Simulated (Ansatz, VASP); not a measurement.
## Two plane-wave programs on Al

Contents of INCAR:

```
PREC     = Accurate       # precision mode
ENCUT    = 520            # plane-wave cutoff, eV
EDIFF    = 1E-7           # SCF threshold, eV
ISMEAR   = -1             # smearing method
SIGMA    = 0.05           # smearing width, eV
LREAL    = False          # projectors in reciprocal space
LASPH    = True           # aspherical terms in the spheres
NELM     = 100            # most SCF steps
ALGO     = Normal         # electronic algorithm
ISIF     = 2              # what is computed and relaxed
LWAVE    = False          # write WAVECAR
LCHARG   = False          # write CHGCAR
GGA      = PE             # functional
NBANDS   = 10             # bands
```

File KPOINTS:

```
Automatic mesh
0
Gamma
  11 11 6
```

POSCAR

```
Al
1.0
    2.8676155389      0.0000000000      0.0000000000
   -1.4338077694      2.4834279049      0.0000000000
    0.0000000000      0.0000000000      4.9623026648
Al
2
Direct
    0.3333333333      0.6666666667      0.2500000000
    0.6666666667      0.3333333333      0.7500000000
```

Contents of input.yaml:

```yaml
crystal:
  lattice:
    - [2.8676155389, 0.0, 0.0]
    - [-1.4338077694, 2.4834279049, 0.0]
    - [0.0, 0.0, 4.9623026648]
  atoms:
    - { symbol: Al, position: [0.3333333333, 0.6666666667, 0.25] }
    - { symbol: Al, position: [0.6666666667, 0.3333333333, 0.75] }
hamiltonian:
  xc: pbe
  pseudopotentials: { kind: paw }
kpoints:
  mp_grid: { grid: [11, 11, 6] }
scf:
  occupations: { method: fermi_dirac, width: 0.05 }
output:
  forces: true
  stress: true
  eigenvalues: true
```

Change from the starting cell: volume scaled by 1.06.

Alike in both runs: task single point; functional PBE; k mesh 11 × 11 × 6; occupations fermi-dirac, width 0.05 eV; no spin polarisation.

|  | VASP | Ansatz |
| --- | --- | --- |
| version | VASP 6.6.1 | Ansatz 0.2.0 |
| potentials or method | VASP PAW PBE potentials, release 64 (Al) | Ansatz PAW |
| plane-wave cutoff (eV) | 520 | 420 |
| valence electrons in the cell | 6 | 6 |

Ansatz gave:

| Item | Value |
| --- | --- |
| gap on the k mesh at the Fermi level (eV) | none |
| pressure (GPa) | -3.7 |
| largest component of the traceless stress (GPa) | 2.26 |

Task: Estimate VASP's values.

Result: gap on the k mesh at the Fermi level (eV): none; pressure (GPa): -3.8; largest component of the traceless stress (GPa): 2.25.

A gap of «none» marks a metal or a gap that the smearing closes.
